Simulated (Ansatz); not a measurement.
The cell is the one relaxed in the Materials Project (mp-1056351), not relaxed further here; entries there can be hypothetical.

Mg: DFT, PBEsol, PAW with Ansatz's default frozen-core files, scalar-relativistic (Ansatz 0.2.0).

Command: `ansatz run input.yaml --threads 1 --pin off --max-ram 2048MiB --backend cpu --events-out ev --progress --plain --runs-dir out` The run took about 9.7 s on 1 thread of a shared machine.

```yaml
crystal:
  lattice:
    - [-1.83599163, 1.83599163, 1.67940402]
    - [1.83599163, -1.83599163, 1.67940402]
    - [1.83599163, 1.83599163, -1.67940402]
  atoms:
    - { symbol: Mg, position: [0.0, 0.0, 0.0] }
kpoints:
  mp_grid: { grid: [15, 15, 15] }
  band_path:
    path:
      - [0.0, 0.0, 0.0]
      - [0.0, 0.0, 0.5]
      - [-0.5, 0.5, 0.5]
      - [0.0, 0.0, 0.0]
      - [0.4591746214, 0.4591746214, -0.4591746214]
      - [-0.4591746214, 0.5408253786, 0.4591746214]
      - [-0.5, 0.5, 0.5]
      - [0.0, 0.0, 0.5]
      - [0.25, 0.25, 0.25]
    npoints: 8
scf:
  occupations: { method: fermi_dirac, width: 0.05 }
hamiltonian:
  xc: pbesol
  pseudopotentials: { kind: paw }
output:
  forces: true
  stress: true
  eigenvalues: true
  efg: { contact_densities: true }
  populations: true
  bader: true
  dos: { projected: true, de: 0.2, e_range: [-14, 8] }
  write_density: true
  write_potential: true
  elf: true
  volumetric_format: npy
```

Output:

```
Engine: ansatz 0.2.0
Pseudopotentials: kind: paw
Pseudopotential: Mg, paw, valence charge 10, recommended cutoff 420 eV (normal)
Functional definition: PBEsol
  exchange = pbesol_x
  correlation = pbesol_c
Crystal: 1 atoms, lattice volume = 22.644 Å³
Basis set: ecut = 420 eV, 433 PW (Γ), exchange–correlation on 48×48×48 points (8 copies of the dense FFT grid, shifted against one another)
Bands: 9, of which v1, the nominal top of the filled ones, is band 5 counted from 1 (4 counted from 0)
Symmetry: 16 space group operations
Space group: I4/mmm (ITA 139), of the structure as read, at distance tolerance 2.8e-5 Å
k-points: 288 of 3375
Non-local potential: Mg, projectors of the file, l = 0: 3, l = 1: 2, l = 2: 1
PAW form: soft (Blöchl's): semilocal exchange-correlation on the pseudo side does not see the compensation charge
PAW frozen core: Mg, regenerated for the run's functional, and the local potential with it (the file was generated under x = pbe(κ = 0.804, μ = 0.2195149727645171), c = pbe(β = 0.06672455060314922))
PAW one-centre angular grid: Mg, 110 points (default); XC on 64 Gauss nodes
Initial density: superposition of atomic densities (neutral atoms: chi_scale 0, normalization atom), corrected by the library's trained network
Initial wavefunctions: pseudopotential atomic-orbital guess
Functional: x = pbesol(κ = 0.804, μ = 0.12345679012345678), c = pbesol(β = 0.046)
SCF iter   1: F=—  HF=-1912.021143 eV  |F-HF|=—  |Δ(HF+E_count)|=         —  Δρ=1.92e-3  dr2=3.19e-4  ethr=1.77e-3  ⟨swp⟩=5.9  Hψ=18585  notcnv=0
preconditioner: auto → none  [metal: Δε(μ)=0.008 eV  Ē_g=10.091 eV  σ=0.050 eV  W_gap=0.04  n_scr=0 (ndim 8)  ℏωp=11.0 eV  f_vac=0.000  D(μ)=0.60/eV (n_scr^D=0)]
SCF iter   2: F=—  HF=-1912.020729 eV  |F-HF|=—  |Δ(HF+E_count)|=   4.15e-4  Δρ=5.28e-4  dr2=2.36e-5  ethr=3.19e-6  ⟨swp⟩=2.3  Hψ=6356  notcnv=0
SCF iter   3: F=—  HF=-1912.020705 eV  |F-HF|=—  |Δ(HF+E_count)|=   2.34e-5  Δρ=8.12e-5  dr2=7.80e-7  ethr=2.36e-7  ⟨swp⟩=2.0  Hψ=4029  notcnv=0
iter 4 did not close the SCF: its close was put off for the readings that it lacked (scf_convergence_deferred on its scf_iter line)
SCF iter   4: F=-1912.020706 eV  HF=-1912.020706 eV  |F-HF|=4.21e-8  |Δ(HF+E_count)|=   4.88e-7  Δρ=1.85e-5  dr2=3.65e-8  ethr=7.80e-9  ⟨swp⟩=2.0  Hψ=3750  notcnv=0
iter 5 did not close the SCF: its close was put off for the readings that it lacked (scf_convergence_deferred on its scf_iter line)
SCF iter   5: F=-1912.020706 eV  HF=-1912.020706 eV  |F-HF|=2.14e-9  |Δ(HF+E_count)|=   2.21e-8  Δρ=3.88e-6  dr2=2.46e-9  ethr=3.65e-10  ⟨swp⟩=2.0  Hψ=4029  notcnv=0
SCF iter   6: F=-1912.020706 eV  HF=-1912.020706 eV  |F-HF|=1.66e-11  |Δ(HF+E_count)|=   1.46e-9  Δρ=3.19e-7  dr2=1.51e-11  ethr=2.46e-11  ⟨swp⟩=4.7  Hψ=11320  notcnv=0
SCF 1 converged in 6 iterations: F = -1912.020706 eV  dr2 = 1.51e-11
  greatest PAW one-centre occupation: 1.000 electrons in one spin orbital (limit 2), on the Mg atom at site 0 (counted from 0), in its partial waves of l = 0
NSCF: frozen V_eff on 65 k-points
SCF converged after 6 iterations
Free energy (F): -1912.020706 eV
Harris-Foulkes:  -1912.020706 eV  (|F-HF|=1.66e-11)
Internal energy: -1912.016028 eV  (E = F + TS)
E sigma→0 (E₀):  -1912.018367 eV
Entropy (-TS):   -0.004678 eV (-4.678 meV/atom)
Fermi energy:    5.766201 eV
--- Per-component energies (eV) ---
  E_band       = -355.185267
  E_kinetic    = 74.931228
  E_local      = -1614.983589  (includes V_loc(G=0)·N_el)
  E_nonlocal   = 96.394180
  E_hartree    = 575.957415
  E_xc         = -28.149546
  E_vxc        = -36.495557  (∫ρ·V_xc dr)
  E_paw        = -281.303610  (= ΣΔE_a)
  E_vpaw       = -26.946479  (= ΣTr[D̂ρ^β])
  E_aug_tail   = -0.000002  (compensation charges beyond the density's cutoff)
  E_ewald      = -734.920965
  E_core_change = 0.058862  (= ΣΔE_core)
  E_smearing   = -0.004678  (= −TS)
  E_closure    = 0.000000  (closes the sum)
  Σ components = -1912.020706   (vs F -1912.020706, Δ=0.00e0)
--- Forces (eV/Å), atoms counted from 1 ---
  atom   1  Mg     0.00000000     0.00000000     0.00000000
  max |Σ_I F_I| component: 7.40e-32 eV/Å
--- Stress (GPa, compression-positive) ---
       -0.272751       0.000000      -0.000000
        0.000000      -0.272751      -0.000000
       -0.000000      -0.000000       0.090802
  P = ⅓ Tr σ = -0.1516 GPa (-1.516 kbar)
--- PAW observables at the nuclei: V_zz in 10²¹ V/m², potentials from the cell's mean, atoms counted from 1 ---
  atom   1  Mg V_zz =    -0.242409   η = 0.0000   by run symmetry: allowed
            electrostatic potential = -1098.441057 V   contact ρ = 7766.370577 e/Å³
--- Band table (eV; the first three rows and the last of 288) ---
  k-point 0: bands = ["-69.9375", "-36.8633", "-36.8633", "-36.8562", "-1.2663", "17.6978", "19.5522", "19.5522", "19.8860"]
  k-point 1: bands = ["-69.9374", "-36.8649", "-36.8633", "-36.8567", "-1.1665", "16.5290", "19.1078", "19.1293", "19.1571"]
  k-point 2: bands = ["-69.9370", "-36.8692", "-36.8631", "-36.8579", "-0.8679", "14.3953", "18.2533", "18.3941", "19.0142"]
  k-point 287: bands = ["-69.9315", "-36.8911", "-36.8910", "-36.8779", "7.9478", "8.9917", "9.6843", "10.5907", "11.1477"]
--- Löwdin populations: 1 site ---
  site symbol       q [e]
     0     Mg      9.4614
  spilling = 0.053857 (of n_electrons = 10.000000)
--- Bader charges: 1 site ---
  site symbol  charge [e]  shift [e]
     0     Mg      0.0000     0.0000
  estimated error of the sums over rays = 6.7e-8 e
```

populations.tsv:

```
# site	symbol	l	j	q
# orbitals = lowdin
# n_electrons = 10.000000
# spilling = 0.053857
0	Mg	0_2S	-	1.999305
0	Mg	0_3S	-	1.462159
0	Mg	1_2P	-	5.999968
```

bader_charges.tsv:

```
# site	symbol	x_ang	y_ang	z_ang	partial_charge_e	electrons	volume_ang3	relative_density_drop	shared_charge_e	partial_wave_shift_e
# quadrature_error_electrons = 6.7e-8
0	Mg	0.0000	0.0000	0.0000	0.00000	12.00000	22.64	-	0.00000	0.00000
```
